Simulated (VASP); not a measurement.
# BN (P6_3mc) in VASP: a series of runs

Aim: see how the results for BN move with the level of theory and the settings. Levels: r2SCAN, r2SCAN+rVV10. Tasks: relaxation of cell and atoms.

Program: VASP 6.6.1. These are calculated values, not measurements. Logs are shortened: lines on timing, memory, paths and dates and some standing lists are left out, and cuts for length are marked.

## 1. The structure

The structure is hexagonal, space group P6_3mc (No. 186). Conventional cell: a = 2.554 Å, b = 2.554 Å, c = 4.227 Å, α = 90.00°, β = 90.00°, γ = 120.00°. Around B (site symmetry 3m) lie 4 N at 1.57 to 1.58 Å. N (site symmetry 3m) is surrounded by 4 B at 1.57 to 1.58 Å.

Measurements of this composition are mostly on another form, of space group No. 194.

## 2. Relaxation of cell and atoms, r2SCAN

Input file INCAR:

```
SYSTEM = BN
PREC     = Accurate       ! precision mode
ENCUT    = 600            ! plane-wave cutoff, eV
EDIFF    = 1E-7           ! SCF threshold, eV
ISMEAR   = 0              ! smearing method
SIGMA    = 0.02           ! smearing width, eV
LREAL    = .FALSE.        ! projectors in reciprocal space
LASPH    = .TRUE.         ! aspherical terms in the spheres
NELM     = 80             ! most SCF steps
ALGO     = Normal         ! electronic algorithm
ISIF     = 3              ! what is computed and relaxed
LWAVE    = .FALSE.        ! write WAVECAR
LCHARG   = .FALSE.        ! write CHGCAR
METAGGA  = R2SCAN         ! meta-GGA
LMIXTAU  = .TRUE.       
IBRION   = 2              ! ionic algorithm
NSW      = 90             ! ionic steps
EDIFFG   = -0.005         ! ionic threshold
```

Input file KPOINTS:

```
Automatic mesh
0
G
  12 12 6
  0 0 0
```

Input file POSCAR:

```
BN
1.0
    2.5539396000      0.0000000000      0.0000000000
   -1.2769698000      2.2117765700      0.0000000000
    0.0000000000      0.0000000000      4.2268550000
B N
2 2
Direct
    0.6666666700      0.3333333300      0.9997240000
    0.3333333300      0.6666666700      0.4997240000
    0.6666666700      0.3333333300      0.6252760000
    0.3333333300      0.6666666700      0.1252760000
```

Potentials or basis: VASP PAW PBE potentials, release 64 (B, N).

The run is started by

```
cat potpaw_PBE.64/B/POTCAR potpaw_PBE.64/N/POTCAR > POTCAR
mpirun -np 1 vasp_std > vasp.out
```

OUTCAR:

```text
SYSTEM = BN
   PREC = Accurate
   ENCUT = 600
   EDIFF = 1E-7
   ISMEAR = 0
   LREAL = .FALSE.
   LASPH = .TRUE.
   NELM = 80
   ISIF = 3
   METAGGA = R2SCAN
   IBRION = 2
   NSW = 90
   EDIFFG = -0.005

 ion  position               nearest neighbor table
   1  0.667  0.333  1.000-   4 1.57   4 1.57   4 1.57   3 1.58
   2  0.333  0.667  0.500-   3 1.57   3 1.57   3 1.57   4 1.58
   3  0.667  0.333  0.625-   2 1.57   2 1.57   2 1.57   1 1.58
   4  0.333  0.667  0.125-   1 1.57   1 1.57   1 1.57   2 1.58

  LATTYP: Found a hexagonal cell.
 ALAT       =     2.5539396000
 C/A-ratio  =     1.6550332670

  Lattice vectors:

 A1 = (   2.5539396000,   0.0000000000,   0.0000000000)
 A2 = (  -1.2769698000,   2.2117765700,   0.0000000000)
 A3 = (   0.0000000000,   0.0000000000,   4.2268550000)

Analysis of symmetry for initial positions (statically):
=====================================================================
 Subroutine PRICEL returns:
 Original cell was already a primitive cell.

 Routine SETGRP: Setting up the symmetry group for a
 hexagonal supercell.

 Subroutine GETGRP returns: Found 12 space group operations
 (whereof  6 operations were pure point group operations)
 out of a pool of 24 trial point group operations.

The static configuration has the point symmetry C_3v.
 The point group associated with its full space group is C_6v.

Analysis of symmetry for dynamics (positions and initial velocities):
=====================================================================
 Subroutine PRICEL returns:
 Original cell was already a primitive cell.

 Routine SETGRP: Setting up the symmetry group for a
 hexagonal supercell.

 Subroutine GETGRP returns: Found 12 space group operations
 (whereof  6 operations were pure point group operations)
 out of a pool of 24 trial point group operations.

The dynamic configuration has the point symmetry C_3v.
 The point group associated with its full space group is C_6v.

 Subroutine INISYM returns: Found 12 space group operations
 (whereof  6 operations are pure point group operations),
 and found     1 'primitive' translations

----------------------------------------------------------------------------------------

                                     Primitive cell

  volume of cell :      23.8764

  direct lattice vectors                    reciprocal lattice vectors
     2.553939600  0.000000000  0.000000000     0.391551938  0.226062617  0.000000000
    -1.276969800  2.211776570  0.000000000     0.000000000  0.452125234  0.000000000
     0.000000000  0.000000000  4.226855000     0.000000000  0.000000000  0.236582518

  length of vectors
     2.553939600  2.553939597  4.226855000     0.452125234  0.452125234  0.236582518

  position of ions in fractional coordinates (direct lattice)
     0.666666670  0.333333330  0.999724000
     0.333333330  0.666666670  0.499724000
     0.666666670  0.333333330  0.625276000
     0.333333330  0.666666670  0.125276000

  ion indices of the primitive-cell ions
   primitive index   ion index
                 1           1
                 2           2
                 3           3
                 4           4

----------------------------------------------------------------------------------------

 KPOINTS: Automatic mesh

Automatic generation of k-mesh.
 Grid dimensions read from file:
 generate k-points for:   12   12    6

 Generating k-lattice:

  Cartesian coordinates                     Fractional coordinates (reciprocal lattice)
     0.032629328  0.018838551  0.000000000     0.083333333 -0.000000000  0.000000000
     0.000000000  0.037677103  0.000000000     0.000000000  0.083333333  0.000000000
     0.000000000  0.000000000  0.039430420     0.000000000  0.000000000  0.166666667

  Length of vectors
     0.037677103  0.037677103  0.039430420

  Shift w.r.t. Gamma in fractional coordinates (k-lattice)
     0.000000000  0.000000000  0.000000000

 Subroutine IBZKPT returns following result:
 ===========================================

 Found     76 irreducible k-points:

 Following reciprocal coordinates:
            Coordinates               Weight
  0.000000  0.000000  0.000000      1.000000
  0.083333 -0.000000  0.000000      6.000000
  0.166667  0.000000  0.000000      6.000000
  0.250000  0.000000  0.000000      6.000000
  0.333333  0.000000  0.000000      6.000000
  0.416667  0.000000  0.000000      6.000000
[... 16 lines left out ...]
  0.250000  0.000000  0.166667     12.000000
  0.333333  0.000000  0.166667     12.000000
 [... further k-points ...]
   k-points           NKPTS =     76   k-points in BZ     NKDIM =     76   number of bands    NBANDS=     12
   number of dos      NEDOS =    301   number of ions     NIONS =      4
   total plane-waves  NPLWV =  14400
   dimension x,y,z NGX =    20 NGY =   20 NGZ =   36
   dimension x,y,z NGXF=    40 NGYF=   40 NGZF=   72
   ions per type =               2   2
   NGX,Y,Z   is equivalent  to a cutoff of  13.02, 13.02, 14.16 a.u.
   NGXF,Y,Z  is equivalent  to a cutoff of  26.04, 26.04, 28.32 a.u.
 SYSTEM =  BN
   PREC   = accura    normal or accurate (medium, high low for compatibility)
   ISTART =      0    job   : 0-new  1-cont  2-samecut
   ICHARG =      2    charge: 1-file 2-atom 10-const
   ISPIN  =      1    spin polarized calculation?
   LNONCOLLINEAR =      F non collinear calculations
   LSORBIT =      F    spin-orbit coupling
   LASPH  =      T    aspherical Exc in radial PAW
   ENCUT  =  600.0 eV  44.10 Ry    6.64 a.u.   5.10  5.10  8.44*2*pi/ulx,y,z
   NELM   =     80;   NELMIN=  2; NELMDL= -5     # of ELM steps
   EDIFF  = 0.1E-06   stopping-criterion for ELM
   LREAL  =      F    real-space projection
   EDIFFG = -.5E-02   stopping-criterion for IOM
   NSW    =     90    number of steps for IOM
   IBRION =      2    ionic relax: 0-MD 1-quasi-New 2-CG
   NFREE  =      1    steps in history (QN), initial steepest desc. (CG)
   ISIF   =      3    stress and relaxation
   ISYM   =      2    0-nonsym 1-usesym 2-fastsym
   POTIM  = 0.5000    time-step for ionic-motion
   TEBEG  =    0.0;   TEEND  =   0.0 temperature during run
   PSTRESS=    0.0 pullay stress
   NELECT =      16.0000    total number of electrons
   NUPDOWN=      -1.0000    fix difference up-down
   EMIN   =  10.00;   EMAX   =-10.00  energy-range for DOS
   EFERMI =   0.00;   METHOD = LEGACY
   ISMEAR =     0;   SIGMA  =   0.02  broadening in eV -4-tet -1-fermi 0-gaus
   EFERMI_NEDOS =   21; number of points for ismear=-14 and -15
   IALGO  =     38    algorithm
   IMIX   =      4    mixing-type and parameters
     AMIX     =   0.40;   BMIX     =  1.00
     AMIX_MAG =   1.60;   BMIX_MAG =  1.00
  volume/ion in A,a.u.               =       5.97        40.28
  Fermi-wavevector in a.u.,A,eV,Ry     =   1.432600  2.707222 27.923836  2.052344
  Thomas-Fermi vector in A             =   2.552210
   LORBIT       =      0    0 simple, 1 ext, 2 COOP (PROOUT), +10 PAW based schemes
   METAGGA = R2SCAN    functional components
   LHFCALC =     F    Hartree Fock is set to
   AEXX    =    0.0000 exact exchange contribution
   IVDW    =     0    specifies the selected vdW correction
   LEPSILON=     F    determine dielectric tensor
   LRPA    =     F    only Hartree local field effects (RPA)
 conjugate gradient relaxation of ions
 non-spin polarized calculation
 Gauss-broadening in eV      SIGMA  =   0.02
  energy-cutoff  :      600.00
  volume of cell :       23.88
 maximum number of plane-waves:       807
   NGX = 11   NGY = 11   NGZ = 17

--------------------------------------- Ionic step        1  -------------------------------------------

 number of electron      16.0000003 magnetization

 Free energy of the ion-electron system (eV)
  ---------------------------------------------------
  ext. energy  EPLUGINS =         0.00000000
  ---------------------------------------------------
  free energy    TOTEN  =       -38.27020791 eV

  energy without entropy =      -38.27020791  energy(sigma->0) =      -38.27020791

------------------------ aborting loop because EDIFF is reached ----------------------------------------

  FORCE on cell =-STRESS in cart. coord.  units (eV):
  Direction    XX          YY          ZZ          XY          YZ          ZX
  --------------------------------------------------------------------------------------
  -------------------------------------------------------------------------------------
  Total       -0.5039116     -0.5039116     -0.6022094      0.0000000      0.0000000      0.0000000
  in kB      -33.8139359    -33.8139358    -40.4100031      0.0000000      0.0000000      0.0000000
  external PRESSURE =     -36.0126250 kB  Pullay stress =       0.0000000 kB
[... 175 lines left out ...]
  energy  without entropy=      -38.2727613449  energy(sigma->0) =      -38.27276134

--------------------------------------- Ionic step        6  -------------------------------------------

 number of electron      16.0000003 magnetization

 Free energy of the ion-electron system (eV)
  ---------------------------------------------------
  ext. energy  EPLUGINS =         0.00000000
  ---------------------------------------------------
  free energy    TOTEN  =       -38.27276439 eV

  energy without entropy =      -38.27276439  energy(sigma->0) =      -38.27276439

 E-fermi :   7.5790     XC(G=0): -13.6285

 val. band max:        7.3861546855   @ k =   0.0000   0.0000   0.0000
 cond. band min:      13.1086907848   @ k =   0.3333   0.3333   0.0000
 fundamental gap:      5.7225360993
 Fermi energy:         7.5790445203

 k-point     1 :       0.0000    0.0000    0.0000
  band No.  band energies     occupation
      1     -14.0687      2.00000
      2      -9.8439      2.00000
      3      -3.9139      2.00000
      4       5.1829      2.00000
      5       5.1829      2.00000
      6       7.1157      2.00000
      7       7.3862      2.00000
      8       7.3862      2.00000
      9      16.4482      0.00000
     10      16.4482      0.00000
     11      16.6787      0.00000
     12      17.5637      0.00000
[... 331 lines left out ...]
 k-point    24 :       0.3333    0.0000    0.1667
  band No.  band energies     occupation
      1     -11.5522      2.00000
      2      -8.7591      2.00000
      3      -1.7736      2.00000
      4      -0.2592      2.00000
      5       1.1347      2.00000
      6       2.9275      2.00000
      7       4.8159      2.00000
      8       5.4126      2.00000
      9      14.8408      0.00000
     10      16.3869      0.00000
     11      19.1029      0.00000
     12      19.1251      0.00000

 [... further k-points ...]
[... 5 lines left out ...]
  --------------------------------------------------------------------------------------
  -------------------------------------------------------------------------------------
  Total       -0.0088915     -0.0088915     -0.0122908      0.0000000     -0.0000000     -0.0000000
  in kB       -0.6021422     -0.6021422     -0.8323498      0.0000000     -0.0000000     -0.0000000
  external PRESSURE =      -0.6788781 kB  Pullay stress =       0.0000000 kB
[... 19 lines left out ...]
  FREE ENERGIE OF THE ION-ELECTRON SYSTEM (eV)
  ---------------------------------------------------
  free  energy   TOTEN  =       -38.2727643865 eV

  energy  without entropy=      -38.2727643865  energy(sigma->0) =      -38.27276439

 reached required accuracy - stopping structural energy minimisation
```

It took 5.2 min on 1 thread of Intel Xeon Platinum 8488C (Sapphire Rapids), shared host; peak memory 0.15 GiB.

Results:

```yaml
Free_energy: -38.2728 eV
Relaxed_volume: 5.91 Å³/atom
Relaxed_cell: a = 2.547 Å, b = 2.547 Å, c = 4.212 Å, α = 90.00°, β = 90.00°, γ = 120.00°
Space_group_after_relaxing_to_0.05_Å: P6_3mc (No. 186)
Energy_gained_by_relaxing: 0.6 meV/atom
Ionic_steps: 6
Pressure_after_relaxing: -0.1 GPa
Band_gap_on_the_k_mesh: 5.72 eV, indirect (least direct gap 8.97 eV)
```

The path:
```tsv
step	energy change (eV)	largest force (eV/Å)	pressure (GPa)	volume (Å³)
1	0.0000	0.0214	-3.60	23.88
2	0.0005	0.0423	4.05	23.42
3	-0.0026	0.0087	-0.01	23.65
4	-0.0026	0.0081	-0.08	23.66
5	-0.0026	0.0089	-0.06	23.66
6	-0.0026	0.0007	-0.07	23.66
```

Final structure:
```xyz
4
Lattice="2.5467 0.0000 0.0000 -1.2733 2.2055 0.0000 0.0000 0.0000 4.2123" Properties=species:S:1:pos:R:3 pbc="T T T"
B     1.2733    0.7352    4.2114
B     0.0000    1.4703    2.1053
N     1.2733    0.7352    2.6335
N     0.0000    1.4703    0.5274
```

Levels at points of the mesh, in eV from the valence-band top:
```tsv
k point	band 4	band 5	band 6	band 7	band 8	band 9	band 10	band 11	band 12
(0.00, 0.00, 0.00)	-2.20	-2.20	-0.27	0.00	0.00	9.06	9.06	9.29	10.18
(0.50, 0.00, 0.00)	-8.14	-7.19	-5.18	-4.52	-2.19	7.29	8.59	11.36	12.19
(0.00, 0.00, 0.50)	-5.95	-1.22	-1.22	-1.22	-1.22	10.21	10.21	10.67	10.67
(0.50, 0.00, 0.50)	-10.40	-3.91	-3.91	-3.72	-3.72	7.19	7.19	10.70	10.70
```

Caveat: the PAW data sets were made with another functional, which shifts forces and pressure a little. A k mesh can miss the band edges.

## 3. Relaxation of cell and atoms, r2SCAN+rVV10

Edit INCAR of step 2 so:

```diff
@@ -15,2 +15,6 @@
 LMIXTAU  = .TRUE.       
+LUSE_VDW = .TRUE.       
+IVDW_NL  = 2            
+BPARAM   = 11.95        
+CPARAM   = 0.0093       
 IBRION   = 2              ! ionic algorithm
```

KPOINTS is that of step 2.

POSCAR is that of step 2.

Potentials or basis: VASP PAW PBE potentials, release 64 (B, N).

The run is started by

```
cat potpaw_PBE.64/B/POTCAR potpaw_PBE.64/N/POTCAR > POTCAR
mpirun -np 1 vasp_std > vasp.out
```

OUTCAR:

```text
SYSTEM = BN
   PREC = Accurate
   ENCUT = 600
   EDIFF = 1E-7
   ISMEAR = 0
   LREAL = .FALSE.
   LASPH = .TRUE.
   NELM = 80
   ISIF = 3
   METAGGA = R2SCAN
   IVDW_NL = 2
   BPARAM = 11.95
   IBRION = 2
   NSW = 90
   EDIFFG = -0.005

 ion  position               nearest neighbor table
   1  0.667  0.333  1.000-   4 1.57   4 1.57   4 1.57   3 1.58
   2  0.333  0.667  0.500-   3 1.57   3 1.57   3 1.57   4 1.58
   3  0.667  0.333  0.625-   2 1.57   2 1.57   2 1.57   1 1.58
   4  0.333  0.667  0.125-   1 1.57   1 1.57   1 1.57   2 1.58

  LATTYP: Found a hexagonal cell.
 ALAT       =     2.5539396000
 C/A-ratio  =     1.6550332670

  Lattice vectors:

 A1 = (   2.5539396000,   0.0000000000,   0.0000000000)
 A2 = (  -1.2769698000,   2.2117765700,   0.0000000000)
 A3 = (   0.0000000000,   0.0000000000,   4.2268550000)

Analysis of symmetry for initial positions (statically):
=====================================================================
 Subroutine PRICEL returns:
 Original cell was already a primitive cell.

 Routine SETGRP: Setting up the symmetry group for a
 hexagonal supercell.

 Subroutine GETGRP returns: Found 12 space group operations
[... 183 lines left out ...]
  Total       -0.6424061     -0.6424061     -0.7242031      0.0000000     -0.0000000      0.0000000
  in kB      -43.1073197    -43.1073195    -48.5961331      0.0000000     -0.0000000      0.0000000
  external PRESSURE =     -44.9369241 kB  Pullay stress =       0.0000000 kB
[... 139 lines left out ...]
--------------------------------------- Ionic step        5  -------------------------------------------

 number of electron      16.0000003 magnetization

 Free energy of the ion-electron system (eV)
  ---------------------------------------------------
  ext. energy  EPLUGINS =         0.00000000
  ---------------------------------------------------
  free energy    TOTEN  =       -38.07297571 eV

  energy without entropy =      -38.07297571  energy(sigma->0) =      -38.07297571

 E-fermi :   7.6079     XC(G=0): -13.6761

 val. band max:        7.4221642543   @ k =   0.0000   0.0000   0.0000
 cond. band min:      13.0840667247   @ k =   0.3333   0.3333   0.0000
 fundamental gap:      5.6619024704
 Fermi energy:         7.6078997454

 k-point     1 :       0.0000    0.0000    0.0000
  band No.  band energies     occupation
      1     -14.0772      2.00000
      2      -9.8330      2.00000
      3      -3.9245      2.00000
      4       5.2120      2.00000
      5       5.2120      2.00000
      6       7.1462      2.00000
      7       7.4222      2.00000
      8       7.4222      2.00000
      9      16.4826      0.00000
     10      16.4826      0.00000
     11      16.7122      0.00000
     12      17.6115      0.00000
[... 331 lines left out ...]
 k-point    24 :       0.3333    0.0000    0.1667
  band No.  band energies     occupation
      1     -11.5512      2.00000
      2      -8.7437      2.00000
      3      -1.7717      2.00000
      4      -0.2538      2.00000
      5       1.1509      2.00000
      6       2.9469      2.00000
      7       4.8382      2.00000
      8       5.4419      2.00000
      9      14.8512      0.00000
     10      16.4007      0.00000
     11      19.1398      0.00000
     12      19.1609      0.00000

 [... further k-points ...]
[... 5 lines left out ...]
  --------------------------------------------------------------------------------------
  -------------------------------------------------------------------------------------
  Total        0.0002552      0.0002552     -0.0005269      0.0000000      0.0000000      0.0000000
  in kB        0.0173267      0.0173267     -0.0357697      0.0000000      0.0000000      0.0000000
  external PRESSURE =      -0.0003721 kB  Pullay stress =       0.0000000 kB
[... 19 lines left out ...]
  FREE ENERGIE OF THE ION-ELECTRON SYSTEM (eV)
  ---------------------------------------------------
  free  energy   TOTEN  =       -38.0729757119 eV

  energy  without entropy=      -38.0729757119  energy(sigma->0) =      -38.07297571

 reached required accuracy - stopping structural energy minimisation
```

It took 5.8 min on 1 thread of Intel Xeon Platinum 8488C (Sapphire Rapids), shared host; peak memory 0.22 GiB.

Results:

```yaml
Free_energy: -38.0730 eV
Relaxed_volume: 5.90 Å³/atom
Relaxed_cell: a = 2.544 Å, b = 2.544 Å, c = 4.209 Å, α = 90.00°, β = 90.00°, γ = 120.00°
Space_group_after_relaxing_to_0.05_Å: P6_3mc (No. 186)
Energy_gained_by_relaxing: 1.0 meV/atom
Ionic_steps: 5
Pressure_after_relaxing: 0.0 GPa
Band_gap_on_the_k_mesh: 5.66 eV, indirect (least direct gap 8.96 eV)
```

The path:
```csv
step,energy change (eV),largest force (eV/Å),pressure (GPa),volume (Å³)
1,0.0000,0.0175,-4.49,23.88
2,0.0008,0.0413,5.13,23.30
3,-0.0039,0.0101,-0.01,23.60
4,-0.0039,0.0104,0.01,23.60
5,-0.0039,0.0000,0.00,23.60
```

Final structure:
```xyz
4
Lattice="2.5445 0.0000 0.0000 -1.2722 2.2036 0.0000 0.0000 0.0000 4.2091" Properties=species:S:1:pos:R:3 pbc="T T T"
B     1.2722    0.7345    4.2081
B     0.0000    1.4691    2.1036
N     1.2722    0.7345    2.6317
N     0.0000    1.4691    0.5271
```

Levels at points of the mesh, in eV from the valence-band top:
```tsv
k point	band 4	band 5	band 6	band 7	band 8	band 9	band 10	band 11	band 12
(0.00, 0.00, 0.00)	-2.21	-2.21	-0.28	0.00	0.00	9.06	9.06	9.29	10.19
(0.50, 0.00, 0.00)	-8.17	-7.21	-5.20	-4.55	-2.20	7.26	8.56	11.35	12.19
(0.00, 0.00, 0.50)	-5.98	-1.22	-1.22	-1.22	-1.22	10.22	10.22	10.67	10.67
(0.50, 0.00, 0.50)	-10.44	-3.93	-3.93	-3.73	-3.73	7.16	7.16	10.69	10.69
```

Caveat: the PAW data sets were made with another functional, which shifts forces and pressure a little.
